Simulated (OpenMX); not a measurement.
Crystal: BeTe.

```
CELL_PARAMETERS angstrom
0.00000 2.77000 2.77000
2.77000 0.00000 2.77000
2.77000 2.77000 0.00000
ATOMIC_POSITIONS crystal
Te 0.75000 0.75000 0.75000
Be 0.00000 0.00000 0.00000
```

Base run:

- Program: OpenMX 3.8.5
- Functional: PBE
- Potentials or basis: OpenMX 2013 PBE set, Te7.0-s3p2d2f1, Be7.0-s2p2, grid cutoff 500 Ry
- k mesh: 7 × 7 × 7
- Occupations: fermi-dirac, width 0.05 eV
- Spin: non-collinear spin, zero start, spin-orbit coupling
- Starting moments: [[0.0, 0.0, 0.0], [0.0, 0.0, 0.0]] μB

Its results: band gap on the k mesh 1.64 eV, indirect (least direct gap 3.19 eV).

Task: The run is repeated on the same cell with these changes: k mesh from 7 × 7 × 7 to 9 × 9 × 9; spin from non-collinear spin, zero start, spin-orbit coupling to no spin polarisation. What comes out?

Result: Band gap on the k mesh 1.94 eV, indirect (least direct gap 3.55 eV).

Several settings changed at once, so the effect can't be laid on one alone.

Caveats: the basis of atomic orbitals isn't converged, which shifts pressures, moduli and gaps; total energies with and without spin-orbit coupling shouldn't be compared in this program (some runs); spin-orbit coupling is left out, which moves the levels of the heavy elements (some runs).

A k mesh can miss the band edges.
